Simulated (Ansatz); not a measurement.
# Mg: the change of energy above lowest point and pressure with volume per atom

Results calculated with Ansatz 0.2.0 development build, not measured. Equation of state of a cubic crystal from periodic Kohn-Sham density functional theory without spin; pressure corrected for the finite basis.

Cell of the first row (space group Fm-3m, No. 225):
```
cell vectors (Å)
   0.0000     2.1990     2.1990
   2.1990     0.0000     2.1990
   2.1990     2.1990     0.0000
atoms (fractions of the cell vectors)
Mg  0.00000  0.00000  0.00000
```

Settings of every row: formula Mg; structure type fcc; functional r2SCAN; spin treatment none; k mesh 13x13x13; occupation method fermi-dirac; occupation width 0.1 eV; wave cutoff 500 eV; datasets soft-1 PAW; density cutoff ratio 4.

Limits: a cubic model structure, not a phase known at ambient conditions.

```csv
row,volume per atom (Å³),energy above lowest point (meV/atom),pressure (GPa)
1,21.266,13.65,3.054
2,21.96,?,?
3,22.653,0,0.238
4,23.346,1.46,-0.887
5,24.04,7.46,-1.859
```

Question: what energy above lowest point and pressure should row 2 give?

Worked fit of energy above lowest point. Take u = (V_r/V)^(2/3) − 1 with V_r = 22.999 Å³ an atom, which is twice the finite (Eulerian) strain; such expansions in the strain, on which the Birch-Murnaghan equation of state is built, carry the rest volume and the bulk modulus. The shown rows have u = 0.05362, 0.01016, -0.00993, -0.02908. Least squares give energy above lowest point = 0.124 − 74.78 × u + 6099.4 × u² meV/atom; a straight line predicts inner rows, each left out in turn, worse (root mean square 6.3 against 0.017 meV/atom). The rows lie off it by 0.00, 0.01, -0.01, 0.00. Its lowest point lies at u = 0.0061, or V = 22.79 Å³ an atom, and the curvature there gives the bulk modulus at fixed shape and fractions, B = (4/9)(1 + u)² E″(u)/V = 38.6 GPa. The withheld row has u = 0.0313, so the fit gives 0.124 − 74.78 × (0.0313) + 6099.4 × (0.0313)² = 3.76 meV/atom.

The calculation gave 3.78 meV/atom. The fit lies 0.02 meV/atom (0.15 % of the column's range) below it; its largest miss of a shown row is 0.01 meV/atom.

Worked fit of pressure. Take u = (V_r/V)^(2/3) − 1 with V_r = 22.999 Å³ an atom, which is twice the finite (Eulerian) strain; such expansions in the strain, on which the Birch-Murnaghan equation of state is built, carry the rest volume and the bulk modulus. The shown rows have u = 0.05362, 0.01016, -0.00993, -0.02908. Least squares give pressure = −0.3449 + 56.04 × u + 137.02 × u² GPa; a straight line predicts inner rows, each left out in turn, worse (root mean square 0.14 against 0.0018 GPa). The rows lie off it by 0.000, -0.001, 0.001, 0.000. The pressure vanishes at u = 0.0061, or V = 22.79 Å³ an atom, and there the bulk modulus at fixed shape and fractions is B = −V dP/dV = (2/3)(1 + u) dP/du = 38.7 GPa. The withheld row has u = 0.0313, so the fit gives −0.3449 + 56.04 × (0.0313) + 137.02 × (0.0313)² = 1.543 GPa.

The calculation gave 1.542 GPa. The fit lies 0.001 GPa (0.02 % of the column's range) above it, one unit of the last digit.
